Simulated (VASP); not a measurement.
Set up this calculation in VASP 6.6.1, as the native input.

```yaml
Task: density of states
Functional: PBE
Potentials_or_basis: VASP PAW PBE potentials, release 64 (Ti_sv, B)
Cutoff: 350 eV
k_mesh: 15 × 15 × 14
Occupations: gaussian, width 0.1 eV
Spin: no spin polarisation
k_mesh_for_the_DOS: 23 × 23 × 21
Occupations_for_the_DOS: tetrahedron
Further_INCAR_settings: ALGO = Fast; EDIFF = 1e-07; NBANDS = 16
```

TiB2:

```
Ti B
1.0
     3.03020    0.00000    0.00000
    -1.51510    2.62423    0.00000
     0.00000    0.00000    3.22182
Ti B
1 2
Cartesian
  0.0000 0.0000 0.0000
  0.0000 1.7495 1.6109
  1.5151 0.8747 1.6109
```

One way to write it, as run:

POSCAR

```
TiB2                                    
1.0
    3.0301985632      0.0000000000      0.0000000000
   -1.5150992816      2.6242289311      0.0000000000
    0.0000000000      0.0000000000      3.2218217254
  Ti              B             
     1     2
Direct
     0.0000000000000000    0.0000000000000000    0.0000000000000000
     0.3333333300000021    0.6666666699999979    0.5000000000000000
     0.6666666699999979    0.3333333300000021    0.5000000000000000
```

INCAR.step1

```
SYSTEM = TiB2
PREC     = Accurate       ! precision mode
ENCUT    = 350            ! plane-wave cutoff, eV
EDIFF    = 1E-7           ! SCF threshold, eV
ISMEAR   = 0              ! smearing method
SIGMA    = 0.1            ! smearing width, eV
LREAL    = .FALSE.        ! projectors in reciprocal space
LASPH    = .TRUE.         ! aspherical terms in the spheres
NELM     = 80             ! most SCF steps
ALGO     = Fast           ! electronic algorithm
ISIF     = 2              ! what is computed and relaxed
LWAVE    = .FALSE.        ! write WAVECAR
LCHARG   = .TRUE.         ! write CHGCAR
LMAXMIX  = 4              ! l up to which the mixer works
GGA      = PE             ! functional
NBANDS   = 16             ! bands
```

KPOINTS.step1

```
Automatic mesh
0
G
  15 15 14
  0 0 0
```

INCAR.step2

```
SYSTEM = TiB2
PREC     = Accurate       ! precision mode
ENCUT    = 350            ! plane-wave cutoff, eV
EDIFF    = 1E-7           ! SCF threshold, eV
ISMEAR   = -5             ! smearing method
SIGMA    = 0.1            ! smearing width, eV
LREAL    = .FALSE.        ! projectors in reciprocal space
LASPH    = .TRUE.         ! aspherical terms in the spheres
NELM     = 80             ! most SCF steps
ALGO     = Fast           ! electronic algorithm
ISIF     = 2              ! what is computed and relaxed
LWAVE    = .FALSE.        ! write WAVECAR
LCHARG   = .FALSE.        ! write CHGCAR
LMAXMIX  = 4              ! l up to which the mixer works
GGA      = PE             ! functional
LORBIT   = 10             ! projections on sites
NBANDS   = 16             ! bands
NEDOS    = 1001           ! points of the DOS
ICHARG   = 11             ! starting density
```

KPOINTS.step2

```
Automatic mesh
0
G
  23 23 21
  0 0 0
```

Potentials or basis: VASP PAW PBE potentials, release 64 (Ti_sv, B).

Run with:

```bash
$ cat potpaw_PBE.64/Ti_sv/POTCAR potpaw_PBE.64/B/POTCAR > POTCAR
$ cp INCAR.step1 INCAR
$ cp KPOINTS.step1 KPOINTS
$ mpirun -np 1 vasp_std > vasp.out
$ cp INCAR.step2 INCAR
$ cp KPOINTS.step2 KPOINTS
$ mpirun -np 1 vasp_std > vasp.out
```

Results of the run:

| Property | Result |
| --- | --- |
| Valence electrons inside the program's atomic spheres | Ti 10.42; B 2.02 |

Wall time 2 min on 1 thread of Intel(R) Xeon(R) 6975P-C (Granite Rapids), on a shared host, peak memory 0.26 GiB.
